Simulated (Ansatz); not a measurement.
# An extra O started as an O–O split interstitial in alpha-quartz SiO2, 163 atoms, charge +1

Aim: let the atoms about the defect relax, then find its formation energy, its levels in the gap and its spin by PBEsol and HSE06.

Method: density functional theory in Ansatz 0.2.0, PAW datasets, plane waves.

## Step 1: Starting point

163 atoms (54 Si, 109 O); a = 14.852 Å, b = 14.852 Å, c = 10.886 Å, α = 90.00°, β = 90.00°, γ = 120.00°. All atoms were shaken off their sites by about 0.02 Å along each axis; atoms next to an added one may be pushed further to make room. Defect site 1: (0.471, 0.422, 0.607). Starting moments add up to 1 μB.

Steps to follow: (2) PBEsol relaxation at the single k point (¼, ¼, ¼), on 1 × NVIDIA GB300 Max-Q with 8 threads of Arm Neoverse-V2; (3) HSE06 single point at the single k point (¼, ¼, ¼), on 1 × NVIDIA GB300 Max-Q with 8 threads of Arm Neoverse-V2.

## Step 2: PBEsol relaxation in the fixed cell

The input, in.yaml:

```yaml
crystal:
  lattice:
    - [14.852458, 0.000000, 0.000000]
    - [-7.426229, 12.862606, 0.000000]
    - [0.000000, 0.000000, 10.885880]
  atoms:
    - { symbol: Si, position: [0.156140, 0.000566, 0.164983] }
    - { symbol: Si, position: [0.156102, 0.999876, 0.664845] }
    - { symbol: Si, position: [0.157901, 0.333747, 0.166061] }
    - { symbol: Si, position: [0.159797, 0.335042, 0.667100] }
    - { symbol: Si, position: [0.155975, 0.665147, 0.162612] }
    - { symbol: Si, position: [0.156599, 0.664539, 0.666553] }
    - { symbol: Si, position: [0.490132, 0.002073, 0.166587] }
    - { symbol: Si, position: [0.489450, 0.001228, 0.666717] }
    - { symbol: Si, position: [0.491572, 0.335097, 0.165812] }
    - { symbol: Si, position: [0.489803, 0.334061, 0.666021], spin: 0.25 }
    - { symbol: Si, position: [0.489123, 0.665950, 0.164376] }
    - { symbol: Si, position: [0.489988, 0.665802, 0.670182] }
    - { symbol: Si, position: [0.822874, 0.000832, 0.165424] }
    - { symbol: Si, position: [0.819577, 0.997009, 0.670979] }
    - { symbol: Si, position: [0.823503, 0.333031, 0.166810] }
    - { symbol: Si, position: [0.822658, 0.332916, 0.664029] }
    - { symbol: Si, position: [0.825299, 0.666237, 0.168094] }
    - { symbol: Si, position: [0.824234, 0.667730, 0.666682] }
    - { symbol: Si, position: [0.000140, 0.156378, 0.334841] }
    - { symbol: Si, position: [0.002839, 0.157178, 0.832744] }
    - { symbol: Si, position: [0.999366, 0.490452, 0.329941] }
    - { symbol: Si, position: [0.000046, 0.491020, 0.834467] }
    - { symbol: Si, position: [0.999363, 0.824002, 0.334320] }
    - { symbol: Si, position: [0.001542, 0.826054, 0.832306] }
    - { symbol: Si, position: [0.334229, 0.157706, 0.331113] }
    - { symbol: Si, position: [0.333464, 0.157555, 0.834395] }
    - { symbol: Si, position: [0.337184, 0.490620, 0.332612] }
    - { symbol: Si, position: [0.334499, 0.489294, 0.832708] }
    - { symbol: Si, position: [0.333080, 0.825086, 0.330557] }
    - { symbol: Si, position: [0.334067, 0.825316, 0.832954] }
    - { symbol: Si, position: [0.664301, 0.158437, 0.333780] }
    - { symbol: Si, position: [0.666457, 0.156251, 0.834461] }
    - { symbol: Si, position: [0.667384, 0.491545, 0.333059] }
    - { symbol: Si, position: [0.664824, 0.490054, 0.835852] }
    - { symbol: Si, position: [0.668616, 0.825792, 0.335750] }
    - { symbol: Si, position: [0.668694, 0.825692, 0.833892] }
    - { symbol: Si, position: [0.175668, 0.176918, 0.999394] }
    - { symbol: Si, position: [0.176392, 0.176317, 0.498276] }
    - { symbol: Si, position: [0.177476, 0.512483, 0.001758] }
    - { symbol: Si, position: [0.176877, 0.510083, 0.501232] }
    - { symbol: Si, position: [0.177306, 0.843755, 0.996895] }
    - { symbol: Si, position: [0.177038, 0.842781, 0.501684] }
    - { symbol: Si, position: [0.509989, 0.177406, 0.000877] }
    - { symbol: Si, position: [0.511227, 0.176561, 0.498699] }
    - { symbol: Si, position: [0.510966, 0.508965, 0.000425] }
    - { symbol: Si, position: [0.508869, 0.507259, 0.501253], spin: 0.25 }
    - { symbol: Si, position: [0.510862, 0.839661, 0.995982] }
    - { symbol: Si, position: [0.509199, 0.844239, 0.503941] }
    - { symbol: Si, position: [0.841862, 0.177641, 0.001982] }
    - { symbol: Si, position: [0.844417, 0.177292, 0.502396] }
    - { symbol: Si, position: [0.846770, 0.513052, 0.999300] }
    - { symbol: Si, position: [0.843158, 0.509346, 0.497242] }
    - { symbol: Si, position: [0.844537, 0.842696, 0.001134] }
    - { symbol: Si, position: [0.844821, 0.841158, 0.503829] }
    - { symbol: O, position: [0.138633, 0.091752, 0.107720] }
    - { symbol: O, position: [0.138118, 0.090251, 0.608467] }
    - { symbol: O, position: [0.136502, 0.421837, 0.107008] }
    - { symbol: O, position: [0.137893, 0.422716, 0.609649] }
    - { symbol: O, position: [0.135512, 0.752982, 0.107627] }
    - { symbol: O, position: [0.139523, 0.757283, 0.607730] }
    - { symbol: O, position: [0.469768, 0.087453, 0.105449] }
    - { symbol: O, position: [0.471469, 0.090089, 0.606294] }
    - { symbol: O, position: [0.470984, 0.420919, 0.107268] }
    - { symbol: O, position: [0.416020, 0.383397, 0.607481], spin: 0.25 }
    - { symbol: O, position: [0.470149, 0.754237, 0.105729] }
    - { symbol: O, position: [0.472343, 0.757535, 0.606421] }
    - { symbol: O, position: [0.803922, 0.090205, 0.108344] }
    - { symbol: O, position: [0.803586, 0.086955, 0.605532] }
    - { symbol: O, position: [0.806491, 0.422337, 0.106521] }
    - { symbol: O, position: [0.806819, 0.421692, 0.608235] }
    - { symbol: O, position: [0.805336, 0.756444, 0.107008] }
    - { symbol: O, position: [0.802738, 0.755591, 0.603953] }
    - { symbol: O, position: [0.248953, 0.051659, 0.271088] }
    - { symbol: O, position: [0.244807, 0.049578, 0.771519] }
    - { symbol: O, position: [0.244978, 0.385330, 0.273598] }
    - { symbol: O, position: [0.245152, 0.382771, 0.774461] }
    - { symbol: O, position: [0.243756, 0.715679, 0.271677] }
    - { symbol: O, position: [0.243813, 0.715672, 0.772344] }
    - { symbol: O, position: [0.579936, 0.050406, 0.270095] }
    - { symbol: O, position: [0.578691, 0.048595, 0.773116] }
    - { symbol: O, position: [0.575782, 0.380375, 0.276770] }
    - { symbol: O, position: [0.580136, 0.381897, 0.771475] }
    - { symbol: O, position: [0.578325, 0.718599, 0.275387] }
    - { symbol: O, position: [0.575818, 0.715093, 0.775866] }
    - { symbol: O, position: [0.910817, 0.046842, 0.271805] }
    - { symbol: O, position: [0.910687, 0.050379, 0.771799] }
    - { symbol: O, position: [0.912108, 0.383714, 0.273680] }
    - { symbol: O, position: [0.911395, 0.382017, 0.770503] }
    - { symbol: O, position: [0.911575, 0.715703, 0.275399] }
    - { symbol: O, position: [0.909489, 0.715115, 0.775625] }
    - { symbol: O, position: [0.285673, 0.199384, 0.437406] }
    - { symbol: O, position: [0.286099, 0.197668, 0.938455] }
    - { symbol: O, position: [0.283629, 0.528837, 0.439158] }
    - { symbol: O, position: [0.285703, 0.529822, 0.936915] }
    - { symbol: O, position: [0.283539, 0.862437, 0.439257] }
    - { symbol: O, position: [0.284529, 0.860868, 0.940509] }
    - { symbol: O, position: [0.618050, 0.196106, 0.438641] }
    - { symbol: O, position: [0.616541, 0.195086, 0.942821] }
    - { symbol: O, position: [0.618918, 0.529601, 0.444689] }
    - { symbol: O, position: [0.619143, 0.531209, 0.938865] }
    - { symbol: O, position: [0.618518, 0.862252, 0.443091] }
    - { symbol: O, position: [0.618590, 0.862432, 0.937543] }
    - { symbol: O, position: [0.947952, 0.193614, 0.442915] }
    - { symbol: O, position: [0.953860, 0.195705, 0.943780] }
    - { symbol: O, position: [0.950626, 0.526051, 0.440662] }
    - { symbol: O, position: [0.950515, 0.530521, 0.939375] }
    - { symbol: O, position: [0.951760, 0.861594, 0.441775] }
    - { symbol: O, position: [0.952234, 0.865210, 0.939327] }
    - { symbol: O, position: [0.090203, 0.135912, 0.391400] }
    - { symbol: O, position: [0.089085, 0.135297, 0.892111] }
    - { symbol: O, position: [0.090473, 0.470900, 0.391525] }
    - { symbol: O, position: [0.089037, 0.471311, 0.892095] }
    - { symbol: O, position: [0.088361, 0.803218, 0.393916] }
    - { symbol: O, position: [0.087746, 0.803118, 0.893499] }
    - { symbol: O, position: [0.420296, 0.137390, 0.394057] }
    - { symbol: O, position: [0.427017, 0.140495, 0.894723] }
    - { symbol: O, position: [0.421803, 0.471966, 0.392986] }
    - { symbol: O, position: [0.422673, 0.470963, 0.893791] }
    - { symbol: O, position: [0.421702, 0.804189, 0.392976] }
    - { symbol: O, position: [0.422138, 0.804171, 0.892702] }
    - { symbol: O, position: [0.755069, 0.136991, 0.394365] }
    - { symbol: O, position: [0.754089, 0.134880, 0.890452] }
    - { symbol: O, position: [0.756564, 0.469547, 0.393388] }
    - { symbol: O, position: [0.756370, 0.469838, 0.893164] }
    - { symbol: O, position: [0.755370, 0.805879, 0.391830] }
    - { symbol: O, position: [0.759405, 0.805368, 0.895398] }
    - { symbol: O, position: [0.046515, 0.243165, 0.224129] }
    - { symbol: O, position: [0.049817, 0.243883, 0.727158] }
    - { symbol: O, position: [0.049526, 0.577273, 0.228202] }
    - { symbol: O, position: [0.049629, 0.579660, 0.725636] }
    - { symbol: O, position: [0.049597, 0.912089, 0.227209] }
    - { symbol: O, position: [0.048041, 0.910987, 0.725260] }
    - { symbol: O, position: [0.382514, 0.244830, 0.227904] }
    - { symbol: O, position: [0.381449, 0.244659, 0.725007] }
    - { symbol: O, position: [0.379168, 0.576698, 0.227991] }
    - { symbol: O, position: [0.382735, 0.580448, 0.723176] }
    - { symbol: O, position: [0.379709, 0.910933, 0.223752] }
    - { symbol: O, position: [0.380023, 0.908403, 0.727738] }
    - { symbol: O, position: [0.715216, 0.244086, 0.228278] }
    - { symbol: O, position: [0.714893, 0.244170, 0.727512] }
    - { symbol: O, position: [0.715049, 0.578805, 0.226383] }
    - { symbol: O, position: [0.715154, 0.580349, 0.727388] }
    - { symbol: O, position: [0.714468, 0.910037, 0.225920] }
    - { symbol: O, position: [0.713391, 0.912916, 0.727219] }
    - { symbol: O, position: [0.196691, 0.285407, 0.060131] }
    - { symbol: O, position: [0.195767, 0.284690, 0.558811] }
    - { symbol: O, position: [0.194732, 0.618164, 0.061802] }
    - { symbol: O, position: [0.195320, 0.618532, 0.558595] }
    - { symbol: O, position: [0.199953, 0.953728, 0.061408] }
    - { symbol: O, position: [0.196571, 0.949440, 0.559513] }
    - { symbol: O, position: [0.530981, 0.285382, 0.060632] }
    - { symbol: O, position: [0.530606, 0.285024, 0.561973] }
    - { symbol: O, position: [0.529146, 0.617587, 0.059741] }
    - { symbol: O, position: [0.528894, 0.617094, 0.558208] }
    - { symbol: O, position: [0.530011, 0.952309, 0.059178] }
    - { symbol: O, position: [0.528939, 0.954194, 0.560521] }
    - { symbol: O, position: [0.863593, 0.284379, 0.058529] }
    - { symbol: O, position: [0.864824, 0.286038, 0.560798] }
    - { symbol: O, position: [0.862212, 0.617537, 0.058478] }
    - { symbol: O, position: [0.865092, 0.621483, 0.560614] }
    - { symbol: O, position: [0.865736, 0.952372, 0.062789] }
    - { symbol: O, position: [0.865284, 0.952249, 0.558165] }
    - { symbol: O, position: [0.526355, 0.461744, 0.605087], spin: 0.25 }
  symmetry: { detect: false }
kpoints:
  mp_grid: { grid: [1, 1, 1], shift: [0.25, 0.25, 0.25] }
hamiltonian:
  xc: pbesol
total_charge: 1
magnetization:
  spin_polarized: true
scf:
  occupations: { method: fermi_dirac, width: 0.01 }
relax:
  f_tol: 0.03
  max_steps: 80
  escape_saddle: false
  adjacent_minimum: "off"
output:
  forces: true
  eigenvalues: true
  populations: true
  charged_corrections: { epsilon: 4.5 }
```

Launch:

```sh
$ ansatz run in.yaml --threads 8 --pin off --max-ram 118750MiB --runs-dir r --events-out ev --progress --plain --backend cuda --devices 0,
```

Further steps of the session: HSE06 on the final geometry.

What does the calculation give? Wanted: for each run, formation energy; host gap; top filled to lowest empty; moment.

**Answer**, as computed:

```
             level           time  formation energy (eV)  host gap (eV)  top filled to lowest empty (eV)  moment (μB)
PBEsol, relaxation     52 s (GPU)                   1.78           5.72                             0.31         1.00
             HSE06  4.5 min (GPU)                   1.20           7.67                             1.99         1.00
```

```
            quantity                              value
          relaxation  10 recorded steps, 6.48 eV gained
       largest shift                      0.71 Å (Si46)
largest local moment                      +0.48 μB on O
```

**What this shows.** Relaxation gains 6.48 eV, with shifts up to 0.71 Å (Si46). The formation energy at E_F = VBM goes from 1.78 eV (PBEsol) to 1.20 eV (HSE06), as the host gap goes from 5.72 to 7.67 eV. The reservoirs are the elements' reference phases; where the defect changes the composition, the value depends on that choice. HSE06 puts 1 localised level over 0.1 eV inside the gap, at 2.08 (empty) eV, the tightest of them shared by about 3 atoms. The host's edges were read at Γ, so band-like levels at this k point need not coincide with them. One k point and a cell of this size can leave errors of several tenths of an eV. The dielectric constant of 4.5 in the correction is an assumed value.
